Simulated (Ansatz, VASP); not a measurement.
**Si7Ge in two plane-wave programs**

Wanted: the spread between two codes on one cell, functional and k mesh. The cell is generated by rule, not measured, and may not be a known phase. The cell is taken from a series of runs on this material, whose earlier steps may have relaxed, scaled, displaced or heated it; both programs get it as it stands.

Main program and level: Ansatz 0.2.0; plane waves, with VASP 6.6.1 beside it; relaxation of cell and atoms at LDA.

## (1) The structure

The structure is cubic, space group P-43m (No. 215). Conventional cell: a = 5.425 Å, b = 5.425 Å, c = 5.425 Å, α = 90.00°, β = 90.00°, γ = 90.00°. Si has 4 Si at 2.34 Å nearest. Nearest to Si lie 3 Si at 2.34 Å and 1 Ge at 2.37 Å. Nearest to Ge lie 4 Si at 2.37 Å. Farther neighbours are not listed.

Structure file:

```
Si Ge
1.0
     5.42472    0.00000    0.00000
     0.00000    5.42472    0.00000
     0.00000    0.00000    5.42472
Si Ge
7 1
Cartesian
  2.7124 2.7124 0.0000
  2.7124 0.0000 2.7124
  0.0000 2.7124 2.7124
  1.3692 1.3692 1.3692
  4.0555 4.0555 1.3692
  4.0555 1.3692 4.0555
  1.3692 4.0555 4.0555
  0.0000 0.0000 0.0000
```

## (2) VASP: relaxation of cell and atoms, LDA, pair 1

The relaxed volume is the usual yardstick between codes: in a stiff, nearly cubic crystal its relative difference is about their pressure difference at one cell divided by the bulk modulus.

Lines of VASP's logs that name or quote its potential files are left out, and so is its time.

Contents of INCAR:

```
SYSTEM = Si7Ge
PREC = Accurate
ENCUT = 500
EDIFF = 1E-07
NELM = 120
ISMEAR = 0
SIGMA = 0.01
LREAL = .FALSE.
ALGO = Normal
GGA = CA
NBANDS = 29
LORBIT = 11
LWAVE = .FALSE.
LCHARG = .FALSE.
ISIF = 3
IBRION = 2
NSW = 80
EDIFFG = -0.005
LASPH = .TRUE.
GGA_COMPAT = .FALSE.
NELMIN = 4
EFERMI = MIDGAP
KPAR = 2
```

Contents of POSCAR:

```
Si7Ge
1.0
    5.4247190000      0.0000000000      0.0000000000
    0.0000000000      5.4247190000      0.0000000000
    0.0000000000      0.0000000000      5.4247190000
Si Ge
7 1
Direct
    0.5000000922      0.5000000922      0.0000000000
    0.5000000922      0.0000000000      0.5000000922
    0.0000000000      0.5000000922      0.5000000922
    0.2524090188      0.2524090188      0.2524090188
    0.7475911656      0.7475911656      0.2524090188
    0.7475911656      0.2524090188      0.7475911656
    0.2524090188      0.7475911656      0.7475911656
    0.0000000000      0.0000000000      0.0000000000
```

Contents of KPOINTS:

```
Automatic mesh
0
Gamma
6 6 6
0 0 0
```

The projector-augmented-wave data sets are Si and Ge_d (LDA family, release 64).

Run with:

```console
$ mpirun -np 2 vasp_std
```

Numbers of over 12 decimals in the logs are rounded to 6 here.

Output:

```text
[banner, memory and clock lines left out]
running    2 mpi-ranks, on    1 nodes
 distrk:  each k-point on    1 cores,    2 groups
 distr:  one band on    1 cores,    1 groups

 POSCAR found type information on POSCAR SiGe
 POSCAR found :  2 types and       8 ions
 LDA part: xc-table for (Slater(with rela. corr.)+CA(PZ))
 , standard interpolation
 POSCAR, INCAR and KPOINTS ok, starting setup
 FFT: planning ... GRIDC
 FFT: planning ... GRID_SOFT
 FFT: planning ... GRID
 WAVECAR not read
 entering main loop
       N       E                     dE             d eps       ncg     rms          rms(c)
DAV:   1     0.224545209536E+03    0.22455E+03   -0.17309E+04  1456   0.175E+03
DAV:   2    -0.166085630087E+02   -0.24115E+03   -0.22874E+03  1303   0.469E+02
DAV:   3    -0.466442160770E+02   -0.30036E+02   -0.29602E+02  1377   0.103E+02
DAV:   4    -0.479011508444E+02   -0.12569E+01   -0.12538E+01  1545   0.238E+01
DAV:   5    -0.479313637079E+02   -0.30213E-01   -0.30205E-01  1562   0.372E+00    0.985E+00
DAV:   6    -0.472125672269E+02    0.71880E+00   -0.38457E-01  1348   0.261E+00    0.588E+00
DAV:   7    -0.468864500129E+02    0.32612E+00   -0.71924E-01  1334   0.330E+00    0.439E-01
DAV:   8    -0.468875328247E+02   -0.10828E-02   -0.54426E-02  1506   0.169E+00    0.183E-01
DAV:   9    -0.468877312004E+02   -0.19838E-03   -0.25892E-03  1540   0.339E-01    0.112E-01
DAV:  10    -0.468877747830E+02   -0.43583E-04   -0.42565E-04  1339   0.964E-02    0.478E-02
DAV:  11    -0.468877637993E+02    0.10984E-04   -0.38823E-05  1503   0.337E-02    0.760E-03
DAV:  12    -0.468877623943E+02    0.14049E-05   -0.57708E-06  1499   0.127E-02    0.413E-03
DAV:  13    -0.468877623888E+02    0.55602E-08   -0.34112E-07  1436   0.329E-03
   1 F= -.46887762E+02 E0= -.46887762E+02  d E =-.468878E+02
 curvature:   0.00 expect dE= 0.000E+00 dE for cont linesearch  0.000E+00
 trial: gam= 0.00000 g(F)=  0.515E-05 g(S)=  0.657E-04 ort = 0.000E+00 (trialstep = 0.100E+01)
 search vector abs. value=  0.708E-04
 bond charge predicted
       N       E                     dE             d eps       ncg     rms          rms(c)
DAV:   1    -0.468879894270E+02   -0.22703E-03   -0.35027E-03  1661   0.670E-01    0.848E-02
DAV:   2    -0.468878315494E+02    0.15788E-03   -0.25768E-04  1657   0.203E-01    0.447E-02
DAV:   3    -0.468877778389E+02    0.53711E-04   -0.10667E-04  1527   0.110E-01    0.118E-02
DAV:   4    -0.468877753105E+02    0.25284E-05   -0.52519E-06  1662   0.256E-02    0.797E-03
DAV:   5    -0.468877744506E+02    0.85989E-06   -0.78021E-07  1272   0.894E-03    0.231E-03
DAV:   6    -0.468877744403E+02    0.10297E-07   -0.71197E-08   861   0.276E-03
   2 F= -.46887774E+02 E0= -.46887774E+02  d E =-.120515E-04
 trial-energy change:   -0.000012  1 .order   -0.000013   -0.000071    0.000044
 step:   0.5997(harm=  0.6170)  dis= 0.00009  next Energy=   -46.887783 (dE=-0.209E-04)
 bond charge predicted
       N       E                     dE             d eps       ncg     rms          rms(c)
DAV:   1    -0.468878178679E+02   -0.43417E-04   -0.56145E-04  1671   0.268E-01    0.339E-02
DAV:   2    -0.468877926313E+02    0.25237E-04   -0.41152E-05  1657   0.812E-02    0.179E-02
DAV:   3    -0.468877840117E+02    0.86195E-05   -0.16935E-05  1517   0.438E-02    0.475E-03
DAV:   4    -0.468877836051E+02    0.40664E-06   -0.81137E-07  1351   0.102E-02    0.320E-03
DAV:   5    -0.468877834679E+02    0.13721E-06   -0.14887E-07   915   0.392E-03    0.867E-04
DAV:   6    -0.468877834676E+02    0.31378E-09   -0.15282E-08   770   0.116E-03
   3 F= -.46887783E+02 E0= -.46887783E+02  d E =-.210788E-04
 curvature:  -0.31 expect dE=-0.487E-06 dE for cont linesearch -0.937E-09
 trial: gam= 0.02888 g(F)=  0.143E-05 g(S)=  0.154E-06 ort =-0.464E-06 (trialstep = 0.920E+00)
 search vector abs. value=  0.161E-05
 reached required accuracy - stopping structural energy minimisation
```

From OUTCAR (step 2):

```text
ion  position               nearest neighbor table
   1  0.500  0.500  0.000-   6 2.34   7 2.34   4 2.34   5 2.34
   2  0.500  0.000  0.500-   5 2.34   7 2.34   4 2.34   6 2.34
   3  0.000  0.500  0.500-   5 2.34   6 2.34   4 2.34   7 2.34
   4  0.252  0.252  0.252-   1 2.34   2 2.34   3 2.34   8 2.37
   5  0.748  0.748  0.252-   2 2.34   3 2.34   1 2.34   8 2.37
   6  0.748  0.252  0.748-   1 2.34   3 2.34   2 2.34   8 2.37
   7  0.252  0.748  0.748-   1 2.34   2 2.34   3 2.34   8 2.37
   8  0.000  0.000  0.000-   5 2.37   6 2.37   7 2.37   4 2.37

  LATTYP: Found a simple cubic cell.
 ALAT       =     5.4247190000

 Subroutine GETGRP returns: Found 24 space group operations
 (whereof 24 operations were pure point group operations)

The static configuration has the point symmetry T_d .

 Found     20 irreducible k-points:

   k-points           NKPTS =     20   k-points in BZ     NKDIM =     20   number of bands    NBANDS=     29

   dimension x,y,z NGX =    40 NGY =   40 NGZ =   40
   dimension x,y,z NGXF=    80 NGYF=   80 NGZF=   80

   ENCUT  =  500.0 eV  36.75 Ry    6.06 a.u.   9.89  9.89  9.89*2*pi/ulx,y,z

   NELECT =      42.0000    total number of electrons

 k-points in reciprocal lattice and weights: Automatic mesh
   0.00000000  0.00000000  0.00000000       0.005
   0.16666667  0.00000000  0.00000000       0.028
   0.33333333  0.00000000  0.00000000       0.028
   0.50000000  0.00000000  0.00000000       0.014
   0.16666667  0.16666667  0.00000000       0.056
   0.33333333  0.16666667  0.00000000       0.111
   0.50000000  0.16666667  0.00000000       0.056
   0.33333333  0.33333333  0.00000000       0.056
   0.50000000  0.33333333  0.00000000       0.056
[...]
0.50000000  0.50000000  0.33333333       0.028
   0.50000000  0.50000000  0.50000000       0.005

 average (electrostatic) potential at core
       1 -84.8967       2 -84.8967       3 -84.8967       4 -84.9552       5 -84.9552
       6 -84.9552       7 -84.9552       8 -73.7970

 E-fermi :   5.9339

 k-point     1 :       0.0000    0.0000    0.0000
  band No.  band energies     occupation
    ...
     17       2.8981      2.00000
     18       2.8981      2.00000
     19       5.8044      2.00000
     20       5.8044      2.00000
     21       5.8044      2.00000
     22       6.0633      0.00000
     23       6.4521      0.00000
     24       6.4521      0.00000
     25       6.4521      0.00000
     26       6.5106      0.00000
    ...

 k-point     2 :       0.1667    0.0000    0.0000
  band No.  band energies     occupation
    ...
     17       2.9921      2.00000
     18       2.9921      2.00000
     19       5.0563      2.00000
     20       5.3684      2.00000
     21       5.3684      2.00000
     22       6.2216      0.00000
     23       6.7599      0.00000
     24       7.0258      0.00000
     25       7.0662      0.00000
     26       7.0662      0.00000
    ...

 k-point     3 :       0.3333    0.0000    0.0000
  band No.  band energies     occupation
    ...
     17       3.3241      2.00000
     18       3.3241      2.00000
     19       3.6693      2.00000
     20       4.5856      2.00000
     21       4.5856      2.00000
     22       6.4018      0.00000
     23       7.3992      0.00000
     24       7.7060      0.00000
     25       8.4049      0.00000
     26       8.5083      0.00000
    ...

  Total       -0.0029144     -0.0029144     -0.0029144     -0.0000000      0.0000000     -0.0000000
  in kB       -0.0292306     -0.0292306     -0.0292306     -0.0000000      0.0000000     -0.0000000
  external PRESSURE =      -0.0292306 kB  Pullay stress =       0.0000000 kB

  energy-cutoff  :      500.00
  volume of cell :      159.74
      direct lattice vectors                 reciprocal lattice vectors
     5.425900955  0.000000000  0.000000000     0.184301189  0.000000000 -0.000000000
    -0.000000000  5.425900955  0.000000000     0.000000000  0.184301189 -0.000000000
     0.000000000  0.000000000  5.425900955    -0.000000000 -0.000000000  0.184301189

 POSITION                                       TOTAL-FORCE (eV/Angst)
 -----------------------------------------------------------------------------------
      2.71295      2.71295      0.00000        -0.000000     -0.000000     -0.000000
      2.71295      0.00000      2.71295        -0.000000     -0.000000     -0.000000
      0.00000      2.71295      2.71295        -0.000000     -0.000000     -0.000000
      1.36963      1.36963      1.36963         0.001570      0.001570      0.001570
      4.05627      4.05627      1.36963        -0.001570     -0.001570      0.001570
      4.05627      1.36963      4.05627        -0.001570      0.001570     -0.001570
      1.36963      4.05627      4.05627         0.001570     -0.001570     -0.001570
      0.00000      0.00000      0.00000        -0.000000     -0.000000     -0.000000
 -----------------------------------------------------------------------------------
    total drift:                               -0.000110     -0.000110     -0.000110

  FREE ENERGIE OF THE ION-ELECTRON SYSTEM (eV)
  ---------------------------------------------------
  free  energy   TOTEN  =       -46.8877834676 eV

  energy  without entropy=      -46.8877834676  energy(sigma->0) =      -46.88778347

 reached required accuracy - stopping structural energy minimisation

 total charge
# of ion       s       p       d       tot
------------------------------------------
    1        0.759   0.955   0.000   1.714
    2        0.759   0.955   0.000   1.714
    3        0.759   0.955   0.000   1.714
    4        0.761   0.945   0.000   1.706
    5        0.761   0.945   0.000   1.706
    6        0.761   0.945   0.000   1.706
    7        0.761   0.945   0.000   1.706
    8        1.122   1.393  10.032  12.547
--------------------------------------------------
tot          6.441   8.037  10.032  24.510

[... 3 further parts left out ...]
```

CONTCAR:

```
Si7Ge
   1.00000000000000
     5.4259009554701105    0.0000000000000000    0.0000000000000000
    -0.0000000000000000    5.4259009554701105    0.0000000000000000
     0.0000000000000000    0.0000000000000000    5.4259009554701105
  Si              Ge
     7     1
Direct
     0.5000000921999970    0.5000000921999970    0.0000000000000000
     0.5000000921999970    0.0000000000000000    0.5000000921999970
     0.0000000000000000    0.5000000921999970    0.5000000921999970
     0.2524249342753724    0.2524249342753724    0.2524249342753724
     0.7475752501246287    0.7475752501246287    0.2524249342753724
     0.7475752501246287    0.2524249342753724    0.7475752501246287
     0.2524249342753724    0.7475752501246287    0.7475752501246287
     0.0000000000000000    0.0000000000000000    0.0000000000000000
```

[end of part 1 of 3]

[Lines on the potential files, build, host, timing and source positions are cut from VASP's logs without a mark.]

[Logs are printed without paths, hosts, clocks, repeated set-up lines and the standing remarks that a program may print on its own settings, such as how far it seeks lower states.]

[Hosts, paths, dates, database ids (printed as entryN), source tags and the programs' standing remarks are cut or masked in the printed files.]
